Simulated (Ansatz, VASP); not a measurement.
Two plane-wave programs on HfSi3

The input INCAR:

```
ALGO = Normal
EDIFF = 1E-6
ENCUT = 520
GGA = PS
ISIF = 2
ISMEAR = 0
LASPH = True
LCHARG = False
LREAL = False
LWAVE = False
NBANDS = 19
NELM = 80
PREC = Accurate
SIGMA = 0.05
```

KPOINTS

```
k-points
0
Gamma
  8 8 8
```

POSCAR

```
HfSi3
1.0
    3.9817223045      0.0000000000      0.0000000000
    0.0000000000      3.9817223045      0.0000000000
    0.0000000000      0.0000000000      3.9817223045
Hf Si
1 3
Direct
    0.0000000000      0.0000000000      0.0000000000
    0.0000000000      0.5000000000      0.5000000000
    0.5000000000      0.5000000000      0.0000000000
    0.5000000000      0.0000000000      0.5000000000
```

Input for Ansatz:

```yaml
crystal:
  lattice:
    - [3.9817223045, 0.0, 0.0]
    - [0.0, 3.9817223045, 0.0]
    - [0.0, 0.0, 3.9817223045]
  atoms:
    - { symbol: Hf, position: [0.0, 0.0, 0.0] }
    - { symbol: Si, position: [0.0, 0.5, 0.5] }
    - { symbol: Si, position: [0.5, 0.5, 0.0] }
    - { symbol: Si, position: [0.5, 0.0, 0.5] }
basis:
  ecutwfc: 420
  ecutrho_ratio: 4
kpoints:
  mp_grid: { grid: [8, 8, 8] }
hamiltonian:
  xc: pbesol
scf:
  occupations: { method: gaussian, width: 0.05 }
output:
  forces: true
  stress: true
  eigenvalues: true
```

Alike in both runs: task single point; functional PBEsol; k mesh 8 × 8 × 8; occupations gaussian, width 0.05 eV; no spin polarisation.

|  | VASP | Ansatz |
| --- | --- | --- |
| version | VASP 6.6.1 | Ansatz 0.2.0 |
| potentials or method | VASP PAW PBE potentials, release 64 (Hf_pv, Si) | scalar-relativistic, plane waves, PAW |
| plane-wave cutoff (eV) | 520 | 420 |
| valence electrons in the cell | 22 | 38 |

```tsv
	VASP	Ansatz	Ansatz less VASP
gap on the k mesh at the Fermi level (eV)	none	none	-
pressure (GPa)	-4.4	-4.3	+0.07
```

A gap of «none» marks a metal or a gap that the smearing closes. The two sets of potentials don't hold the same shells in valence.

Caveats: the PAW data sets were made with another functional, which shifts forces and pressure a little (VASP). The runs have no spin-orbit coupling, so splittings on Hf are missing.
